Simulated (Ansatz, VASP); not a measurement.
Two plane-wave programs on Ga

The input INCAR:

```
  PREC = Accurate
  ENCUT = 520
  EDIFF = 1E-6
  ISMEAR = 0
  SIGMA = 0.1
  LREAL = False
  LASPH = True
  NELM = 100
  ALGO = Fast
  ISIF = 2
  LWAVE = False
  LCHARG = False
  GGA = PE
  NBANDS = 12
```

The input KPOINTS:

```
Automatic mesh
0
Gamma
  20 20 20
```

POSCAR

```
Ga
1.0
   -1.4349301200      1.4349301200      2.4118448700
    1.4349301200     -1.4349301200      2.4118448700
    1.4349301200      1.4349301200     -2.4118448700
Ga
1
Direct
    0.0000000000      0.0000000000      0.0000000000
```

Input for Ansatz:

```yaml
crystal:
  lattice:
    - [-1.43493012, 1.43493012, 2.41184487]
    - [1.43493012, -1.43493012, 2.41184487]
    - [1.43493012, 1.43493012, -2.41184487]
  atoms:
    - { symbol: Ga, position: [0.0, 0.0, 0.0] }
basis:
  ecutwfc: 420
kpoints:
  mp_grid: { grid: [20, 20, 20] }
hamiltonian:
  xc: pbe
scf:
  occupations: { method: gaussian, width: 0.1 }
output:
  forces: true
  stress: true
  eigenvalues: true
  populations: true
```

Alike in both runs: task single point; functional PBE; k mesh 20 × 20 × 20; occupations gaussian, width 0.1 eV; no spin polarisation.

|  | VASP | Ansatz |
| --- | --- | --- |
| version | VASP 6.6.1 | Ansatz 0.2.0 |
| potentials or method | VASP PAW PBE potentials, release 64 (Ga_d) | scalar-relativistic, plane waves, PAW |
| plane-wave cutoff (eV) | 520 | 420 |
| valence electrons in the cell | 13 | 13 |

|  | VASP | Ansatz | Ansatz less VASP |
| --- | --- | --- | --- |
| gap on the k mesh at the Fermi level (eV) | none | none | - |
| pressure (GPa) | -1.9 | -2.0 | -0.05 |
| largest component of the traceless stress (GPa) | 0.64 | 0.62 | -0.025 |

A gap of «none» marks a metal or a gap that the smearing closes. With one functional, cell and mesh, what is left measures potentials, basis and numerics.
